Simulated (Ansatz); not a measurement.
Runs of Ansatz 0.2.0 on Ti. Symmetry: P6_3/mmc, No. 194, hexagonal system. Conventional cell: a = 2.950 Å, b = 2.950 Å, c = 4.680 Å, α = 90.00°, β = 90.00°, γ = 120.00°. Around Ti (site symmetry -6m2) lie 12 Ti at 2.89 to 2.95 Å. 

| task | level | cell | cutoff (eV) | points for each segment of the path | gap on the mesh (eV) | pressure (GPa) | relaxed volume (Å³/atom) |
| --- | --- | --- | --- | --- | --- | --- | --- |
| single point | r2SCANh | as given | 500 | - | none | -3.1 | - |
| relaxation of cell and atoms | PBE0 | relaxed | 420 | - | none | 0.0 | 17.09 |
| band structure | HSE06 | as given | 420 | 4 | none | -3.6 | - |
| single point | r2SCAN0 | as given | 500 | - | none | -3.7 | - |
| relaxation of cell and atoms | HSE06 | relaxed | 420 | - | none | 0.0 | (a) |
| relaxation of cell and atoms | HF | relaxed | 420 | - | none | 0.0 | 18.16 |
| band structure | HSE03 | as given | 420 | 4 | none | (c) | - |
| band structure | HSEsol | as given | 420 | 4 | none | (b) | - |

Alike in all rows: potentials or basis Ansatz PAW; no spin polarisation; k mesh 5 × 5 × 3; smearing fermi-dirac 0.05 eV; the mesh is coarse, so values aren't converged.

Problem. Fill in the values left out.

Solution. (a) 17.11; (b) -6.9; (c) -3.3.

Caveats: all runs use coarse meshes; the PAW data sets come from PBE, with cores solved anew for the run's functional, which leaves a small shift of forces and pressure; the thresholds are loose for stress (some runs); the plane-wave basis is chosen anew once the cell has moved, so the energies of steps on either side of that aren't comparable (some runs).

A gap of «none» marks a metal or a gap under the smearing width.
